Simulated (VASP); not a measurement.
# Sn (P6_3/mmc) in VASP: a series of runs

Runs on Sn. Level: PBE. Tasks: single point, relaxation of cell and atoms.

Everything below comes from runs of VASP 6.6.1. Logs are shortened: lines on timing, memory, paths and dates and some standing lists are left out, and cuts for length are marked.

### 1 Starting point

Symmetry: P6_3/mmc, No. 194, hexagonal system. Conventional cell: a = 3.382 Å, b = 3.382 Å, c = 5.548 Å, α = 90.00°, β = 90.00°, γ = 120.00°. Sn (site symmetry -6m2) is surrounded by 12 Sn at 3.38 to 3.39 Å.

The cell was built by a generator and needn't be a form met in nature.

### 2 Single point, PBE

INCAR

```
SYSTEM = Sn
PREC     = Accurate       ! precision mode
ENCUT    = 520            ! plane-wave cutoff, eV
EDIFF    = 1E-6           ! SCF threshold, eV
ISMEAR   = 0              ! smearing method
SIGMA    = 0.05           ! smearing width, eV
LREAL    = .FALSE.        ! projectors in reciprocal space
LASPH    = .TRUE.         ! aspherical terms in the spheres
NELM     = 100            ! most SCF steps
ALGO     = Normal         ! electronic algorithm
ISIF     = 2              ! what is computed and relaxed
LWAVE    = .FALSE.        ! write WAVECAR
LCHARG   = .FALSE.        ! write CHGCAR
GGA      = PE             ! functional
NBANDS   = 21             ! bands
```

KPOINTS

```
Automatic mesh
0
G
  6 6 4
  0 0 0
```

POSCAR

```
Sn
1.0
    3.3823591020      0.0000000000      0.0000000000
   -1.6911795510      2.9292089071      0.0000000000
    0.0000000000      0.0000000000      5.5477476898
Sn
2
Direct
    0.3333333333      0.6666666667      0.7500000000
    0.6666666667      0.3333333333      0.2500000000
```

Potentials or basis: VASP PAW PBE potentials, release 64 (Sn_d).

On the command line:

```console
$ cat potpaw_PBE.64/Sn_d/POTCAR > POTCAR
$ mpirun -np 1 vasp_std > vasp.out
```

OUTCAR:

```text
SYSTEM = Sn
   PREC = Accurate
   ENCUT = 520
   EDIFF = 1E-6
   ISMEAR = 0
   LREAL = .FALSE.
   LASPH = .TRUE.
   NELM = 100
   ISIF = 2
   GGA = PE

 ion  position               nearest neighbor table
   1  0.333  0.667  0.750-   2 3.39   2 3.39   2 3.39   2 3.39   2 3.39   2 3.39
   2  0.667  0.333  0.250-   1 3.39   1 3.39   1 3.39   1 3.39   1 3.39   1 3.39

  LATTYP: Found a hexagonal cell.
 ALAT       =     3.3823591020
 C/A-ratio  =     1.6402006772

  Lattice vectors:

 A1 = (   3.3823591020,   0.0000000000,   0.0000000000)
 A2 = (  -1.6911795510,   2.9292089071,   0.0000000000)
 A3 = (   0.0000000000,   0.0000000000,   5.5477476898)

Analysis of symmetry for initial positions (statically):
=====================================================================
 Subroutine PRICEL returns:
 Original cell was already a primitive cell.

 Routine SETGRP: Setting up the symmetry group for a
 hexagonal supercell.

 Subroutine GETGRP returns: Found 24 space group operations
 (whereof 12 operations were pure point group operations)
 out of a pool of 24 trial point group operations.

The static configuration has the point symmetry D_3d.
 The point group associated with its full space group is D_6h.

Analysis of symmetry for dynamics (positions and initial velocities):
=====================================================================
 Subroutine PRICEL returns:
 Original cell was already a primitive cell.

 Routine SETGRP: Setting up the symmetry group for a
 hexagonal supercell.

 Subroutine GETGRP returns: Found 24 space group operations
 (whereof 12 operations were pure point group operations)
 out of a pool of 24 trial point group operations.

The dynamic configuration has the point symmetry D_3d.
 The point group associated with its full space group is D_6h.

 Subroutine INISYM returns: Found 24 space group operations
 (whereof 12 operations are pure point group operations),
 and found     1 'primitive' translations

----------------------------------------------------------------------------------------

                                     Primitive cell

  volume of cell :      54.9651

  direct lattice vectors                    reciprocal lattice vectors
     3.382359102  0.000000000  0.000000000     0.295651635  0.170694551  0.000000000
    -1.691179551  2.929208907  0.000000000     0.000000000  0.341389103  0.000000000
     0.000000000  0.000000000  5.547747690     0.000000000  0.000000000  0.180253331

  length of vectors
     3.382359102  3.382359102  5.547747690     0.341389103  0.341389103  0.180253331

  position of ions in fractional coordinates (direct lattice)
     0.333333333  0.666666667  0.750000000
     0.666666667  0.333333333  0.250000000

  ion indices of the primitive-cell ions
   primitive index   ion index
                 1           1
                 2           2

----------------------------------------------------------------------------------------

 KPOINTS: Automatic mesh

Automatic generation of k-mesh.
 Grid dimensions read from file:
 generate k-points for:    6    6    4

 Generating k-lattice:

  Cartesian coordinates                     Fractional coordinates (reciprocal lattice)
     0.049275273  0.028449092  0.000000000     0.166666667  0.000000000  0.000000000
     0.000000000  0.056898184  0.000000000     0.000000000  0.166666667  0.000000000
     0.000000000  0.000000000  0.045063333     0.000000000  0.000000000  0.250000000

  Length of vectors
     0.056898184  0.056898184  0.045063333

  Shift w.r.t. Gamma in fractional coordinates (k-lattice)
     0.000000000  0.000000000  0.000000000

 Subroutine IBZKPT returns following result:
 ===========================================

 Found     21 irreducible k-points:

 Following reciprocal coordinates:
            Coordinates               Weight
  0.000000  0.000000  0.000000      1.000000
  0.166667  0.000000  0.000000      6.000000
  0.333333  0.000000  0.000000      6.000000
  0.500000  0.000000  0.000000      3.000000
  0.166667  0.166667  0.000000      6.000000
  0.333333  0.166667  0.000000     12.000000
[... 13 lines left out ...]
  0.333333  0.166667  0.500000     12.000000
  0.333333  0.333333  0.500000      2.000000
   k-points           NKPTS =     21   k-points in BZ     NKDIM =     21   number of bands    NBANDS=     21
   number of dos      NEDOS =    301   number of ions     NIONS =      2
   total plane-waves  NPLWV =  32928
   dimension x,y,z NGX =    28 NGY =   28 NGZ =   42
   dimension x,y,z NGXF=    56 NGYF=   56 NGZF=   84
   ions per type =               2
   NGX,Y,Z   is equivalent  to a cutoff of  13.76, 13.76, 12.59 a.u.
   NGXF,Y,Z  is equivalent  to a cutoff of  27.52, 27.52, 25.17 a.u.
 SYSTEM =  Sn
   PREC   = accura    normal or accurate (medium, high low for compatibility)
   ISTART =      0    job   : 0-new  1-cont  2-samecut
   ICHARG =      2    charge: 1-file 2-atom 10-const
   ISPIN  =      1    spin polarized calculation?
   LNONCOLLINEAR =      F non collinear calculations
   LSORBIT =      F    spin-orbit coupling
   LASPH  =      T    aspherical Exc in radial PAW
   ENCUT  =  520.0 eV  38.22 Ry    6.18 a.u.   6.29  6.29 10.32*2*pi/ulx,y,z
   NELM   =    100;   NELMIN=  2; NELMDL= -5     # of ELM steps
   EDIFF  = 0.1E-05   stopping-criterion for ELM
   LREAL  =      F    real-space projection
   EDIFFG = 0.1E-04   stopping-criterion for IOM
   NSW    =      0    number of steps for IOM
   IBRION =     -1    ionic relax: 0-MD 1-quasi-New 2-CG
   NFREE  =      0    steps in history (QN), initial steepest desc. (CG)
   ISIF   =      2    stress and relaxation
   ISYM   =      2    0-nonsym 1-usesym 2-fastsym
   POTIM  = 0.5000    time-step for ionic-motion
   TEBEG  =    0.0;   TEEND  =   0.0 temperature during run
   PSTRESS=    0.0 pullay stress
   NELECT =      28.0000    total number of electrons
   NUPDOWN=      -1.0000    fix difference up-down
   EMIN   =  10.00;   EMAX   =-10.00  energy-range for DOS
   EFERMI =   0.00;   METHOD = LEGACY
   ISMEAR =     0;   SIGMA  =   0.05  broadening in eV -4-tet -1-fermi 0-gaus
   EFERMI_NEDOS =   21; number of points for ismear=-14 and -15
   IALGO  =     38    algorithm
   IMIX   =      4    mixing-type and parameters
     AMIX     =   0.40;   BMIX     =  1.00
     AMIX_MAG =   1.60;   BMIX_MAG =  1.00
  volume/ion in A,a.u.               =      27.48       185.46
  Fermi-wavevector in a.u.,A,eV,Ry     =   1.307471  2.470761 23.258878  1.709479
  Thomas-Fermi vector in A             =   2.438203
   LORBIT       =      0    0 simple, 1 ext, 2 COOP (PROOUT), +10 PAW based schemes
   GGA     = PE    functional components
   LHFCALC =     F    Hartree Fock is set to
   AEXX    =    0.0000 exact exchange contribution
   IVDW    =     0    specifies the selected vdW correction
   LEPSILON=     F    determine dielectric tensor
   LRPA    =     F    only Hartree local field effects (RPA)
 non-spin polarized calculation
 Gauss-broadening in eV      SIGMA  =   0.05
  energy-cutoff  :      520.00
  volume of cell :       54.97
 maximum number of plane-waves:      1509
 NGX is ok and might be reduce to    28
   NGX = 13   NGY = 13   NGZ = 21

 number of electron      28.0000006 magnetization

 Free energy of the ion-electron system (eV)
  ---------------------------------------------------
  ext. energy  EPLUGINS =         0.00000000
  ---------------------------------------------------
  free energy    TOTEN  =        -7.53746331 eV

  energy without entropy =       -7.53391690  energy(sigma->0) =       -7.53569010

 E-fermi :   8.2020     XC(G=0): -10.3167

 val. band max:        7.7379520685   @ k =   0.3333   0.1667   0.2500
 cond. band min:       8.2153831749   @ k =   0.3333   0.0000   0.2500
 fundamental gap:      0.4774311064
 Fermi energy:         8.2020074910

 k-point     1 :       0.0000    0.0000    0.0000
  band No.  band energies     occupation
      1     -13.5781      2.00000
      2     -13.5756      2.00000
      3     -13.5707      2.00000
      4     -13.5707      2.00000
      5     -13.5607      2.00000
      6     -13.5607      2.00000
[... 13 lines left out ...]
     20      17.7688      0.00000
     21      19.8066      0.00000

 k-point     2 :       0.1667    0.0000    0.0000
  band No.  band energies     occupation
      1     -13.6007      2.00000
      2     -13.5680      2.00000
      3     -13.5556      2.00000
      4     -13.5421      2.00000
      5     -13.5383      2.00000
      6     -13.5370      2.00000
[... 13 lines left out ...]
     20      18.0566      0.00000
     21      19.0232      0.00000

 k-point     3 :       0.3333    0.0000    0.0000
  band No.  band energies     occupation
      1     -13.6366      2.00000
      2     -13.5767      2.00000
      3     -13.5751      2.00000
      4     -13.5586      2.00000
      5     -13.5173      2.00000
      6     -13.4922      2.00000
[... 13 lines left out ...]
     20      17.0711      0.00000
     21      18.5750      0.00000

 k-point     4 :       0.5000    0.0000    0.0000
  band No.  band energies     occupation
      1     -13.6531      2.00000
      2     -13.5959      2.00000
      3     -13.5817      2.00000
      4     -13.5680      2.00000
      5     -13.5072      2.00000
      6     -13.4961      2.00000
[... 13 lines left out ...]
     20      16.6601      0.00000
     21      18.3088      0.00000

 k-point     5 :       0.1667    0.1667    0.0000
  band No.  band energies     occupation
      1     -13.5903      2.00000
      2     -13.5848      2.00000
      3     -13.5686      2.00000
      4     -13.5526      2.00000
      5     -13.5297      2.00000
      6     -13.5216      2.00000
[... 13 lines left out ...]
     20      17.5353      0.00000
     21      18.2902      0.00000
[... 310 lines left out ...]
     20      14.8938      0.00000
     21      15.7246      0.00000

 k-point    19 :       0.1667    0.1667    0.5000
  band No.  band energies     occupation
      1     -13.5918      2.00000
      2     -13.5918      2.00000
      3     -13.5606      2.00000
      4     -13.5606      2.00000
      5     -13.5168      2.00000
      6     -13.5168      2.00000
[... 13 lines left out ...]
     20      17.7782      0.00000
     21      19.5538      0.00000

 k-point    20 :       0.3333    0.1667    0.5000
  band No.  band energies     occupation
      1     -13.5970      2.00000
      2     -13.5970      2.00000
      3     -13.5635      2.00000
      4     -13.5635      2.00000
      5     -13.5126      2.00000
      6     -13.5126      2.00000
[... 13 lines left out ...]
     20      16.5397      0.00000
     21      17.9552      0.00000

 k-point    21 :       0.3333    0.3333    0.5000
  band No.  band energies     occupation
      1     -13.5855      2.00000
      2     -13.5855      2.00000
      3     -13.5301      2.00000
      4     -13.5301      2.00000
      5     -13.5029      2.00000
      6     -13.5029      2.00000
[... 13 lines left out ...]
     20      16.8744      0.00000
     21      16.8837      0.00000

------------------------ aborting loop because EDIFF is reached ----------------------------------------

  FORCE on cell =-STRESS in cart. coord.  units (eV):
  Direction    XX          YY          ZZ          XY          YZ          ZX
  --------------------------------------------------------------------------------------
  -------------------------------------------------------------------------------------
  Total       -0.0507088     -0.0507088      0.0143866      0.0000000      0.0000000      0.0000000
  in kB       -1.4781128     -1.4781128      0.4193552      0.0000000      0.0000000      0.0000000
  external PRESSURE =      -0.8456234 kB  Pullay stress =       0.0000000 kB

 VOLUME and BASIS-vectors are now :
 -----------------------------------------------------------------------------
  energy-cutoff  :      520.00
  volume of cell :       54.97
      direct lattice vectors                 reciprocal lattice vectors
     3.382359102  0.000000000  0.000000000     0.295651635  0.170694551  0.000000000
    -1.691179551  2.929208907  0.000000000     0.000000000  0.341389103  0.000000000
     0.000000000  0.000000000  5.547747690     0.000000000  0.000000000  0.180253331

 POSITION                                       TOTAL-FORCE (eV/Angst)
 -----------------------------------------------------------------------------------
     -0.00000      1.95281      4.16081        -0.000000      0.000000      0.000000
      1.69118      0.97640      1.38694         0.000000      0.000000      0.000000
 -----------------------------------------------------------------------------------
    total drift:                               -0.000000      0.000000      0.000000

  FREE ENERGIE OF THE ION-ELECTRON SYSTEM (eV)
  ---------------------------------------------------
  free  energy   TOTEN  =        -7.5374633058 eV

  energy  without entropy=       -7.5339169035  energy(sigma->0) =       -7.53569010
```

Wall time 26 s (1 thread of Intel Xeon Platinum 8488C (Sapphire Rapids), shared host); peak memory 0.17 GiB.

Results:

| Property | Result |
| --- | --- |
| Free energy | -7.5375 eV |
| Pressure | -0.1 GPa |
| Band gap on the k mesh | none (metal or under the smearing width) |

### 3 Relaxation of cell and atoms, PBE

This run uses another cell than the first one, of 27.05 Å³/atom, 0.984 times its volume.

INCAR

```
SYSTEM = Sn
ALGO = Normal
EDIFF = 1E-7
EDIFFG = -0.03
ENCUT = 600
GGA = PE
IBRION = 2
ISIF = 3
ISMEAR = 0
LASPH = .TRUE.
LCHARG = .FALSE.
LREAL = .FALSE.
LWAVE = .FALSE.
NELM = 100
NSW = 80
PREC = Accurate
SIGMA = 0.05
```

KPOINTS

```
k-points
0
G
  6 6 4
  0 0 0
```

POSCAR

```
Sn
1.0
    3.3693956289      0.0000000000      0.0000000000
   -1.6846978144      2.9179822100      0.0000000000
    0.0000000000      0.0000000000      5.5033461938
Sn
2
Direct
    0.3333333333      0.6666666667      0.7500000000
    0.6666666667      0.3333333333      0.2500000000
```

Potentials or basis: VASP PAW PBE potentials, release 64 (Sn_d).

On the command line:

```console
$ cat potpaw_PBE.64/Sn_d/POTCAR > POTCAR
$ mpirun -np 1 vasp_std > vasp.out
```

It took 45 s on 1 thread of Intel Xeon Platinum 8488C (Sapphire Rapids), shared host; peak memory 0.19 GiB.

Results (log left out):

* Free energy: -7.5374 eV
* Relaxed volume: 27.49 Å³/atom
* Relaxed cell: a = 3.384 Å, b = 3.384 Å, c = 5.544 Å, α = 90.00°, β = 90.00°, γ = 120.00°
* Space group after relaxing (to 0.05 Å): P6_3/mmc (No. 194)
* Energy gained by relaxing: 0.9 meV/atom
* Ionic steps: 2
* Pressure after relaxing: -0.1 GPa
* Band gap on the k mesh: none (metal or under the smearing width)

Stress tensor (GPa, compression positive):
```
-0.15  0.00  0.00
 0.00 -0.15  0.00
 0.00  0.00  0.14
```

The path:
```tsv
step	energy change (eV)	largest force (eV/Å)	pressure (GPa)	volume (Å³)
1	0.0000	0.0000	0.65	54.11
2	-0.0019	0.0000	-0.05	54.98
```

Final structure:
```
Sn
1.0
     3.38386    0.00000    0.00000
    -1.69193    2.93051    0.00000
     0.00000    0.00000    5.54403
Sn
2
Direct
  0.33333 0.66667 0.75000
  0.66667 0.33333 0.25000
```

Levels at points of the mesh, in eV from the Fermi level:
```
           k point  band 12  band 13  band 14  band 15  band 16  band 17
(0.00, 0.00, 0.00)    -7.01    -4.78     5.49     5.49     7.22     7.22
(0.50, 0.00, 0.00)    -6.14    -2.60    -1.69    -0.98     1.03     1.87
(0.00, 0.00, 0.50)    -9.99     0.72     0.72     6.38     6.38     6.38
(0.50, 0.00, 0.50)    -6.24    -4.22    -4.22     3.20     3.20     3.52
```
